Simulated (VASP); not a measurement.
# ZnCu: relaxation of the cell, by functional

ZnCu, Pm-3m (no. 221), 2 atoms in the cell.

| Functional | Volume (A^3) | Pressure left (GPa) | Ionic steps | SCF steps in all | Time (s) |
|---|---|---|---|---|---|
| EDF1 | 26.383 | -0.01 | 3 | 32 | 31 |
| tau-HCTH | 26.316 | 0.04 | 3 | 38 | 97 |
| BLOC | 24.621 | 0.04 | 3 | 58 | 219 |
| APBE | 26.757 | -0.01 | 3 | 32 | 36 |

## Input of the first row

INCAR:
```
PREC = Accurate
ENCUT = 600
EDIFF = 1E-7
ISMEAR = 1
SIGMA = 0.1
LREAL = F
LASPH = T
ALGO = Normal
NELM = 100
ISIF = 3
LWAVE = F
LCHARG = F
IBRION = 2
NSW = 40
EDIFFG = -0.01
GGA_COMPAT = F
GGA = LIBXC
LIBXC1 = GGA_XC_EDF1
```

KPOINTS:
```
k-points
0
Gamma
  8 8 8
```

POSCAR:
```
ZnCu
1.0
    2.9450000000      0.0000000000      0.0000000000
    0.0000000000      2.9450000000      0.0000000000
    0.0000000000      0.0000000000      2.9450000000
Zn Cu
1 1
Direct
    0.5000000000      0.5000000000      0.5000000000
    0.0000000000      0.0000000000      0.0000000000
```

Commands:
```
cat potpaw_PBE.64/Zn/POTCAR potpaw_PBE.64/Cu/POTCAR > POTCAR
mpirun -np 1 vasp_std > vasp.out
```

Changes of the last row against the first:
```
- LIBXC1 = GGA_XC_EDF1
+ LIBXC1 = GGA_X_APBE
+ LIBXC2 = GGA_C_APBE
```

VASP 6.6.1 took 31 s on 1 core (Intel Xeon Platinum 8488C (Sapphire Rapids)), a shared host.
